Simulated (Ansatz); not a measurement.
Input of an Ansatz 0.2.0 run:

File input.yaml:

```yaml
crystal:
  lattice:
    - [0.0, 3.01, 3.01]
    - [3.01, 0.0, 3.01]
    - [3.01, 3.01, 0.0]
  atoms:
    - { symbol: Sn, position: [0.0, 0.0, 0.0] }
    - { symbol: Se, position: [0.5, 0.5, 0.5] }
kpoints:
  mp_grid: { grid: [8, 8, 8] }
scf:
  occupations: { method: gaussian, width: 0.023 }
hamiltonian:
  xc: pbe
  pseudopotentials: { kind: all_electron, lapw: { basis_error: 0.001 } }
output:
  forces: true
  stress: true
  eigenvalues: true
```

Potentials or basis: all-electron LAPW, scalar-relativistic.

Launch:

```sh
$ ansatz run input.yaml --threads 1 --pin off --max-ram 3072MiB --backend cpu --events-out ev --progress --plain --runs-dir out
```

(1) Predict the pressure.

(2) Predict the band gap on the k mesh.

Results:

(1) 0.9 GPa.

(2) 0.58 eV, direct.

Caveat: spin-orbit coupling is left out, which moves the levels of the heavy elements.
